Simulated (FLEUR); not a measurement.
Runs of FLEUR MaX-R8.1 (later development tree) on Si2Ni. It takes space group Fm-3m (No. 225, cubic). The conventional cell has a = 5.406 Å, b = 5.406 Å, c = 5.406 Å, α = 90.00°, β = 90.00°, γ = 90.00°. Ni (site symmetry m-3m) is surrounded by 8 Si at 2.34 Å. Si (site symmetry -43m) is surrounded by 4 Ni at 2.34 Å. 

```tsv
task	level	spin	k mesh	smearing	gmax	muffin-tin radii	lnonsphr	max iterations	mixing factor	kmax	gap on the mesh (eV)	moment (μB)	V0 of scaled cells (Å³/atom)	B0 (GPa)
equation of state	PBEsol	collinear, program default start	9 × 9 × 9	fermi-dirac 0.05 eV	16.3 1/bohr	Ni 2.11, Si 1.86 bohr	Ni 9, Si 8	-	-	5.27 1/bohr	-	-	13.09	155
band structure	PBEsol	collinear, ferromagnetic start	9 × 9 × 9	fermi-dirac 0.05 eV	15.8 1/bohr	Ni 2.18, Si 1.92 bohr	Ni 9, Si 8	60	0.05	5.1 1/bohr	-	0.00	-	-
equation of state	AM05	collinear, program default start	9 × 9 × 9	fermi-dirac 0.05 eV	16.3 1/bohr	Ni 2.11, Si 1.86 bohr	Ni 9, Si 8	-	-	5.27 1/bohr	-	-	(a)	(b)
band structure	AM05	collinear, ferromagnetic start	9 × 9 × 9	fermi-dirac 0.05 eV	15.8 1/bohr	Ni 2.18, Si 1.92 bohr	Ni 9, Si 8	60	0.05	5.1 1/bohr	-	0.00	-	-
equation of state	WC	collinear, program default start	7 × 7 × 7	gaussian 0.1 eV	13.8 1/bohr	Ni 2.11, Si 1.86 bohr	-	-	-	4.46 1/bohr	-	-	13.08	165
equation of state	PBE	collinear, program default start	9 × 9 × 9	fermi-dirac 0.05 eV	16.3 1/bohr	Ni 2.11, Si 1.86 bohr	-	-	-	5.27 1/bohr	-	-	13.50	144
single point	PBE	collinear, ferromagnetic start	9 × 9 × 9	fermi-dirac 0.05 eV	16.3 1/bohr	Ni 2.11, Si 1.86 bohr	-	60	0.05	5.27 1/bohr	none	0.00	-	-
single point	PBEsol	collinear, ferromagnetic start	9 × 9 × 9	fermi-dirac 0.05 eV	16.3 1/bohr	Ni 2.11, Si 1.86 bohr	Ni 9, Si 8	60	0.05	5.27 1/bohr	none	0.00	-	-
```

Alike in all rows: potentials or basis all-electron, FLAPW; cell as given.

Question: Estimate the missing entries.

Answer: (a) 12.99; (b) 157.

Caveats: the plane-wave cutoff is short for the semicore states, which can make moduli rough (some runs).

A k mesh can miss the band edges.

A gap of «none» marks a metal or a gap under the smearing width.

Not every run made on this cell is shown here.
